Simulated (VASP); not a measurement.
## Si: single point with r2SCAN+rVV10

Crystal: Si.

```xyz
2
Lattice="0.0000 2.7176 2.7176 2.7176 0.0000 2.7176 2.7176 2.7176 0.0000" Properties=species:S:1:pos:R:3 pbc="T T T"
Si    0.0000    0.0000    0.0000
Si    1.3588    1.3588    1.3588
```

The cell was built by a generator and needn't be a form met in nature.

- Program: VASP 6.6.1
- Task: single point
- Functional: r2SCAN
- Dispersion: rVV10
- Potentials or basis: VASP PAW PBE potentials, release 64 (Si)
- Cutoff: 520 eV
- k mesh: 10 × 10 × 10
- Occupations: gaussian, width 0.02 eV
- Spin: no spin polarisation

```yaml
Pressure: -0.2 GPa
Band_gap_on_the_k_mesh: 0.75 eV, indirect (least direct gap 2.75 eV)
```

Levels at points of the mesh, in eV from the valence-band top:
```
           k point  band 1  band 2  band 3  band 4  band 5  band 6  band 7  band 8  band 9
(0.00, 0.00, 0.00)  -12.52    0.00    0.00    0.00    2.75    2.75    2.75    3.95    8.12
(0.50, 0.00, 0.00)  -10.07   -7.27   -1.27   -1.27    1.86    3.57    3.57    8.26   11.15
(0.50, 0.50, 0.00)   -8.15   -8.15   -3.01   -3.01    0.89    0.89   10.86   10.86   11.60
```

Run time: 96 s on 1 thread of Intel(R) Xeon(R) Platinum 8375C CPU @ 2.90GHz (Ice Lake), with other jobs on the host, peak memory 0.28 GiB.

Caveat: the PAW data sets were made with another functional, which shifts forces and pressure a little. r2SCAN opens gaps a little over a GGA but as a rule still falls short of measured ones.
